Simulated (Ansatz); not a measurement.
**Structural energy differences of silicon**

These are results of Ansatz 0.2.0, DFT, HSE06, plane waves (420 eV) with PAW, scalar-relativistic, not measurements. The PAW files were generated under PBE, with cores re-solved for the functional.

Each structure is relaxed within its own symmetry, so a high-lying one may be dynamically unstable.

The hybrid is evaluated at the semilocal geometry on a coarser k-mesh, and its energy is corrected by the semilocal functional's change from that mesh to the dense one.

Question: Rank these structures of silicon by energy per atom, lowest first.
A. bcc
B. hcp
C. diamond
D. simple cubic
E. fcc

Answer: C (0 meV/atom), D (480 meV/atom), B (647 meV/atom), A (656 meV/atom), E (682 meV/atom).

```tsv
structure	ΔE (meV/atom)	V (Å³/atom)	cell	magnetic state
diamond	0	20.47	a = 5.471 Å	spin not included
simple cubic	480	16.20	a = 2.530 Å	spin not included
hcp	647	14.39	a = 2.701 Å, c = 4.554 Å (c/a = 1.686)	spin not included
bcc	656	14.61	a = 3.080 Å	spin not included
fcc	682	14.44	a = 3.866 Å	spin not included
```

ΔE counts from diamond.

Differences under about 20 meV lie within the error of the k-point mesh.
